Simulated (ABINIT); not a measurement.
# Ag (Im-3m) in ABINIT: notebook

One crystal, Ag, is run at these levels: LDA, PBEsol, r2SCAN; tasks: equation of state.

Program: ABINIT 10.8.3 (patched build). These are calculated values, not measurements. Logs are shortened: lines on timing, memory, paths and dates and some standing lists are left out, and cuts for length are marked. The log counts tension as positive stress, the text compression.

### 1 Starting point

It takes space group Im-3m (No. 229, cubic). Conventional cell: a = 3.311 Å, b = 3.311 Å, c = 3.311 Å, α = 90.00°, β = 90.00°, γ = 90.00°. Around Ag (site symmetry m-3m) lie 8 Ag at 2.87 Å.

This isn't the form of Ag at room conditions, which is fcc.

### 2 Equation of state, LDA

Input file run.abi:

```
# Datasets: one volume each
ndtset 7
getwfk -1
scalecart1 3*0.9795861087
scalecart2 3*0.9864848297
scalecart3 3*0.9932883884
scalecart4 3*1.0000000000
scalecart5 3*1.0066227096
scalecart6 3*1.0131594038
scalecart7 3*1.0196128224

# Pseudopotentials
pp_dirpath "./"
pseudos "Ag.LDA_PW-JTH.xml"

# Structure
acell 5.4191238562 5.4191238562 5.4191238562
rprim
    -0.5773502692     0.5773502692     0.5773502692
     0.5773502692    -0.5773502692     0.5773502692
     0.5773502692     0.5773502692    -0.5773502692
ntypat 1
znucl 47
natom 1
typat 1
xred
     0.0000000000     0.0000000000     0.0000000000

# Plane-wave basis
ecut 462.593566 eV
pawecutdg 34.0

# k points
kptopt 1
ngkpt 11 11 11
nshiftk 1
shiftk 0.0 0.0 0.0

# Exchange and correlation
ixc 7

# Bands and occupations
nband 10
occopt 3
tsmear 0.00183747

# SCF cycle
nstep 100
tolvrs 1.0e-9

# Output
iomode 3
prtwf 1
prtden 0
prteig 0
prtebands 0
```

Potentials or basis: JTH PAW LDA v2.0.

Run with:

```console
abinit run.abi > log 2>&1
```

run.abo:

```text
.Version 10.8.3 of ABINIT
 DATASET    1 : space group Im -3 m (#229); Bravais cI (body-center cubic)
================================================================================
 Values of the parameters that define the memory need for DATASET  1.
     intxc =       0    ionmov =       0      iscf =      17    lmnmax =      18
     lnmax =       6     mgfft =      20  mpssoang =       3    mqgrid =    3001
     natom =       1  nloc_mem =       2    nspden =       1   nspinor =       1
    nsppol =       1      nsym =      48    n1xccc =       1    ntypat =       1
    occopt =       3   xclevel =       1
       mpw =         398          nfft =        8000          nkpt =          56
 PAW method is used; the additional fine FFT grid is defined by:
   mgfftf=        30    nfftf =     27000
================================================================================
================================================================================
[... 71 lines left out ...]
 DATASET    7 : space group Im -3 m (#229); Bravais cI (body-center cubic)
================================================================================
 Values of the parameters that define the memory need for DATASET  7.
     intxc =       0    ionmov =       0      iscf =      17    lmnmax =      18
     lnmax =       6     mgfft =      24  mpssoang =       3    mqgrid =    3001
     natom =       1  nloc_mem =       2    nspden =       1   nspinor =       1
    nsppol =       1      nsym =      48    n1xccc =       1    ntypat =       1
    occopt =       3   xclevel =       1
       mpw =         446          nfft =       13824          nkpt =          56
 PAW method is used; the additional fine FFT grid is defined by:
   mgfftf=        30    nfftf =     27000
================================================================================
================================================================================

--------------------------------------------------------------------------------
------------- Echo of variables that govern the present computation ------------
--------------------------------------------------------------------------------
 -outvars: echo values of preprocessed input variables --------
            acell      5.4191238562E+00  5.4191238562E+00  5.4191238562E+00 Bohr
              amu      1.07868200E+02
             ecut      1.70000000E+01 Hartree
           getwfk          -1
                       outvar_i_n : Printing only first  50 k-points.
              ixc           7
           jdtset        1    2    3    4    5    6    7
                       outvar_i_n : Printing only first  50 k-points.
         kptrlatt       11    0    0      0   11    0      0    0   11
          kptrlen1     5.83934830E+01
          kptrlen2     5.88047182E+01
          kptrlen3     5.92102808E+01
          kptrlen4     5.96103624E+01
          kptrlen5     6.00051445E+01
          kptrlen6     6.03947992E+01
          kptrlen7     6.07794899E+01
            natom           1
            nband          10
           ndtset           7
            ngfft1         20      20      20
            ngfft2         20      20      20
            ngfft3         20      20      20
            ngfft4         24      24      24
            ngfft5         24      24      24
            ngfft6         24      24      24
            ngfft7         24      24      24
          ngfftdg          30      30      30
             nkpt          56
            nstep         100
             nsym          48
           ntypat           1
                       prtocc : prtvol=0, do not print more k-points.
           occopt           3
        pawecutdg      3.40000000E+01 Hartree
           prtden           0
        prtebands           0
           prteig           0
            rprim1    -5.6556430356E-01  5.6556430356E-01  5.6556430356E-01
                       5.6556430356E-01 -5.6556430356E-01  5.6556430356E-01
                       5.6556430356E-01  5.6556430356E-01 -5.6556430356E-01
            rprim2    -5.6954728199E-01  5.6954728199E-01  5.6954728199E-01
                       5.6954728199E-01 -5.6954728199E-01  5.6954728199E-01
                       5.6954728199E-01  5.6954728199E-01 -5.6954728199E-01
            rprim3    -5.7347531844E-01  5.7347531844E-01  5.7347531844E-01
                       5.7347531844E-01 -5.7347531844E-01  5.7347531844E-01
                       5.7347531844E-01  5.7347531844E-01 -5.7347531844E-01
            rprim4    -5.7735026920E-01  5.7735026920E-01  5.7735026920E-01
                       5.7735026920E-01 -5.7735026920E-01  5.7735026920E-01
                       5.7735026920E-01  5.7735026920E-01 -5.7735026920E-01
            rprim5    -5.8117389237E-01  5.8117389237E-01  5.8117389237E-01
                       5.8117389237E-01 -5.8117389237E-01  5.8117389237E-01
                       5.8117389237E-01  5.8117389237E-01 -5.8117389237E-01
            rprim6    -5.8494785453E-01  5.8494785453E-01  5.8494785453E-01
                       5.8494785453E-01 -5.8494785453E-01  5.8494785453E-01
                       5.8494785453E-01  5.8494785453E-01 -5.8494785453E-01
            rprim7    -5.8867373749E-01  5.8867373749E-01  5.8867373749E-01
                       5.8867373749E-01 -5.8867373749E-01  5.8867373749E-01
                       5.8867373749E-01  5.8867373749E-01 -5.8867373749E-01
          spgroup         229
           tolvrs      1.00000000E-09
           tsmear      1.83747000E-03 Hartree
            typat      1
           useylm           1
                       outvars : Printing only first  50 k-points.
            znucl       47.00000

================================================================================

 chkinp: Checking input parameters for consistency, jdtset=   1.

 chkinp: Checking input parameters for consistency, jdtset=   2.
[... 40 lines left out ...]
 getcut: wavevector=  0.0000  0.0000  0.0000  ngfft=  30  30  30
         ecut(hartree)=     34.000   => boxcut(ratio)=   2.15300

--- Pseudopotential description ------------------------------------------------
- pspini: atom type   1  psp file is ./Ag.LDA_PW-JTH.xml
 Pseudopotential format is: paw10
 basis_size (lnmax)=  6 (lmn_size= 18), orbitals=   0   0   1   1   2   2
 Spheres core radius: rc_sph= 2.51516130
 Shapefunction is BESSEL type: shapef(r,l)=aa(1,l)*jl(q(1,l)*r)+aa(2,l)*jl(q(2,l)*r)
 Radius for shape functions =  2.20290272
 Compensation charge density is not taken into account in XC energy/potential

   4.37628162E+02                                ecore*ucvol(ha*bohr**3)
--------------------------------------------------------------------------------

================================================================================

--- !BeginCycle
iteration_state: {dtset: 1, }
solver: {iscf: 17, nstep: 100, nline: 4, wfoptalg: 10, }
tolerances: {tolvrs: 1.00E-09, }
...
[... 502 lines left out ...]
 getcut: wavevector=  0.0000  0.0000  0.0000  ngfft=  24  24  24
         ecut(hartree)=     17.000   => boxcut(ratio)=   2.38612

 getcut : COMMENT -
  Note that boxcut > 2.2 ; recall that boxcut=Gcut(box)/Gcut(sphere) = 2
  is sufficient for exact treatment of convolution.
  Such a large boxcut is a waste : you could raise ecut
  e.g. ecut=   24.197700 Hartrees makes boxcut=2

 Fine grid specifications (used for densities):

 getcut: wavevector=  0.0000  0.0000  0.0000  ngfft=  30  30  30
         ecut(hartree)=     34.000   => boxcut(ratio)=   2.10905
--------------------------------------------------------------------------------
[... 165 lines left out ...]
 getcut: wavevector=  0.0000  0.0000  0.0000  ngfft=  24  24  24
         ecut(hartree)=     17.000   => boxcut(ratio)=   2.37042

 getcut : COMMENT -
  Note that boxcut > 2.2 ; recall that boxcut=Gcut(box)/Gcut(sphere) = 2
  is sufficient for exact treatment of convolution.
  Such a large boxcut is a waste : you could raise ecut
  e.g. ecut=   23.880347 Hartrees makes boxcut=2

 Fine grid specifications (used for densities):

 getcut: wavevector=  0.0000  0.0000  0.0000  ngfft=  30  30  30
         ecut(hartree)=     34.000   => boxcut(ratio)=   2.09518
--------------------------------------------------------------------------------
[... 165 lines left out ...]
 getcut: wavevector=  0.0000  0.0000  0.0000  ngfft=  24  24  24
         ecut(hartree)=     17.000   => boxcut(ratio)=   2.35513

 getcut : COMMENT -
  Note that boxcut > 2.2 ; recall that boxcut=Gcut(box)/Gcut(sphere) = 2
  is sufficient for exact treatment of convolution.
  Such a large boxcut is a waste : you could raise ecut
  e.g. ecut=   23.573199 Hartrees makes boxcut=2

 Fine grid specifications (used for densities):

 getcut: wavevector=  0.0000  0.0000  0.0000  ngfft=  30  30  30
         ecut(hartree)=     34.000   => boxcut(ratio)=   2.08166
--------------------------------------------------------------------------------
[... 165 lines left out ...]
 getcut: wavevector=  0.0000  0.0000  0.0000  ngfft=  24  24  24
         ecut(hartree)=     17.000   => boxcut(ratio)=   2.34022

 getcut : COMMENT -
  Note that boxcut > 2.2 ; recall that boxcut=Gcut(box)/Gcut(sphere) = 2
  is sufficient for exact treatment of convolution.
  Such a large boxcut is a waste : you could raise ecut
  e.g. ecut=   23.275741 Hartrees makes boxcut=2

 Fine grid specifications (used for densities):

 getcut: wavevector=  0.0000  0.0000  0.0000  ngfft=  30  30  30
         ecut(hartree)=     34.000   => boxcut(ratio)=   2.06848
--------------------------------------------------------------------------------
[... 134 lines left out ...]
-Cartesian components of stress tensor (GPa)         [Pressure= -1.4604E+01 GPa]
- sigma(1 1)=  1.46041897E+01  sigma(3 2)=  0.00000000E+00
- sigma(2 2)=  1.46041897E+01  sigma(3 1)=  0.00000000E+00
- sigma(3 3)=  1.46041897E+01  sigma(2 1)=  0.00000000E+00

== END DATASET(S) ==============================================================
================================================================================

 -outvars: echo values of variables after computation  --------
            acell      5.4191238562E+00  5.4191238562E+00  5.4191238562E+00 Bohr
           etotal1    -3.8342131263E+01
           etotal2    -3.8341516013E+01
           etotal3    -3.8340751863E+01
           etotal4    -3.8339859595E+01
           etotal5    -3.8338858628E+01
           etotal6    -3.8337764474E+01
           etotal7    -3.8336592371E+01
            fcart1    -0.0000000000E+00 -0.0000000000E+00 -0.0000000000E+00
            fcart2    -0.0000000000E+00 -0.0000000000E+00 -0.0000000000E+00
            fcart3    -0.0000000000E+00 -0.0000000000E+00 -0.0000000000E+00
            fcart4    -0.0000000000E+00 -0.0000000000E+00 -0.0000000000E+00
            fcart5    -0.0000000000E+00 -0.0000000000E+00 -0.0000000000E+00
            fcart6    -0.0000000000E+00 -0.0000000000E+00 -0.0000000000E+00
            fcart7    -0.0000000000E+00 -0.0000000000E+00 -0.0000000000E+00
            rprim1    -5.6556430356E-01  5.6556430356E-01  5.6556430356E-01
                       5.6556430356E-01 -5.6556430356E-01  5.6556430356E-01
                       5.6556430356E-01  5.6556430356E-01 -5.6556430356E-01
[... 17 lines left out ...]
                       5.8867373749E-01  5.8867373749E-01 -5.8867373749E-01
           strten1     2.2139195396E-04  2.2139195396E-04  2.2139195396E-04
                       0.0000000000E+00  0.0000000000E+00  0.0000000000E+00
           strten2     2.8710200320E-04  2.8710200320E-04  2.8710200320E-04
                       0.0000000000E+00  0.0000000000E+00  0.0000000000E+00
           strten3     3.4340395189E-04  3.4340395189E-04  3.4340395189E-04
                       0.0000000000E+00  0.0000000000E+00  0.0000000000E+00
           strten4     3.9157189413E-04  3.9157189413E-04  3.9157189413E-04
                       0.0000000000E+00  0.0000000000E+00  0.0000000000E+00
           strten5     4.3251806413E-04  4.3251806413E-04  4.3251806413E-04
                       0.0000000000E+00  0.0000000000E+00  0.0000000000E+00
           strten6     4.6722497896E-04  4.6722497896E-04  4.6722497896E-04
                       0.0000000000E+00  0.0000000000E+00  0.0000000000E+00
           strten7     4.9638631921E-04  4.9638631921E-04  4.9638631921E-04
                       0.0000000000E+00  0.0000000000E+00  0.0000000000E+00
 Calculation completed.
```

Wall time 20 s (1 thread of Intel Xeon 6975P-C (Granite Rapids), shared host); peak memory 0.1 GiB.

What came out:

* Equilibrium volume: 16.15 Å³/atom (rough: see the caveat)
* Bulk modulus: 135 GPa (rough)

Energy against volume, from the lowest point:
```csv
volume (Å³/atom),energy (meV/atom)
17.065,0.00
17.428,16.74
17.791,37.54
18.154,61.82
18.517,89.05
18.880,118.83
19.243,150.72
```

Caveat: pressures at fixed basis lie under the slope of the energies; the minimum lies outside the volumes run.

### 3 Equation of state, PBEsol

Edit run.abi of step 2 so:

```diff
@@ -13,3 +13,3 @@
 pp_dirpath "./"
-pseudos "Ag.LDA_PW-JTH.xml"
+pseudos "Ag.GGA_PBE-JTH.xml"
 
@@ -31,2 +31,3 @@
 pawecutdg 34.0
+pawxcdev 0
 
@@ -39,3 +40,3 @@
 # Exchange and correlation
-ixc 7
+ixc -116133
```

Potentials or basis: JTH PAW PBE v2.0.

Run with:

```console
abinit run.abi > log 2>&1
```

Run time: 29 s. Hardware: 1 thread of Intel Xeon 6975P-C (Granite Rapids), shared host; peak memory 0.12 GiB.

The run converged. Its results:

| Quantity | Value |
| --- | --- |
| Equilibrium volume | 16.82 Å³/atom (rough: see the caveat) |
| Bulk modulus | 115 GPa (rough) |

Energy against volume, from the lowest point:
```tsv
volume (Å³/atom)	energy (meV/atom)
17.065	0.00
17.428	6.11
17.791	16.66
18.154	31.05
18.517	48.74
18.880	69.29
19.243	92.27
```

Caveat: pressures at fixed basis lie under the slope of the energies; the minimum lies outside the volumes run; the PAW data sets were made with another functional, which shifts forces and pressure a little.

### 4 Equation of state, r2SCAN

Edit run.abi of step 3 so:

```diff
@@ -29,5 +29,4 @@
 # Plane-wave basis
-ecut 462.593566 eV
-pawecutdg 34.0
-pawxcdev 0
+ecut 544.227725 eV
+pawecutdg 40.0
 
@@ -40,3 +39,5 @@
 # Exchange and correlation
-ixc -116133
+ixc -497498
+usekden 1
+pawxcdev 0
 
@@ -49,3 +50,3 @@
 nstep 100
-tolvrs 1.0e-9
+tolvrs 1.0e-7
```

Run with:

```console
abinit run.abi > log 2>&1
```

Run time: 89 s. Hardware: 1 thread of Intel Xeon 6975P-C (Granite Rapids), shared host; peak memory 0.14 GiB.

The run converged. Its results:

```yaml
Equilibrium_volume: 17.46 Å³/atom
Bulk_modulus: 101 GPa
Pressure_derivative_of_the_bulk_modulus: "6.1 (rough: it moves with the points fitted)"
```

Energy against volume, from the lowest point:
```csv
volume (Å³/atom),energy (meV/atom)
17.065,2.61
17.428,0.00
17.791,1.51
18.154,6.97
18.517,17.55
18.880,29.66
19.243,44.96
```

Caveat: pressures at fixed basis lie under the slope of the energies; the PAW data sets were made with another functional, which shifts forces and pressure a little.
